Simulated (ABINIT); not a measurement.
ZrC:

```
Zr C
1.0
     0.00000    2.36500    2.36500
     2.36500    0.00000    2.36500
     2.36500    2.36500    0.00000
Zr C
1 1
Direct
  0.50000 0.50000 0.50000
  0.00000 0.00000 0.00000
```

Base run:

```yaml
Program: ABINIT 10.8.3 (patched build)
Functional: LDA
Potentials_or_basis: JTH PAW LDA v2.0
Cutoff: 544 eV
k_mesh: 10 × 10 × 10
Occupations: fermi-dirac, width 0.05 eV
Spin: spin-orbit coupling, no magnetisation
```

Its results: band gap on the k mesh none (metal or under the smearing width); pressure -12.7 GPa.

Q: After a change of settings the same cell gave: band gap on the k mesh none (metal or under the smearing width); pressure 4.0 GPa. Which change was it?
A. functional from LDA to rPW86PBE; potentials or basis from JTH PAW LDA v2.0 to JTH PAW PBE v2.0
B. functional from LDA to AM05; potentials or basis from JTH PAW LDA v2.0 to JTH PAW PBE v2.0
C. functional from LDA to PW91; potentials or basis from JTH PAW LDA v2.0 to JTH PAW PBE v2.0

A: A.

Caveats: the PAW data sets were made with another functional, which shifts forces and pressure a little (some runs).
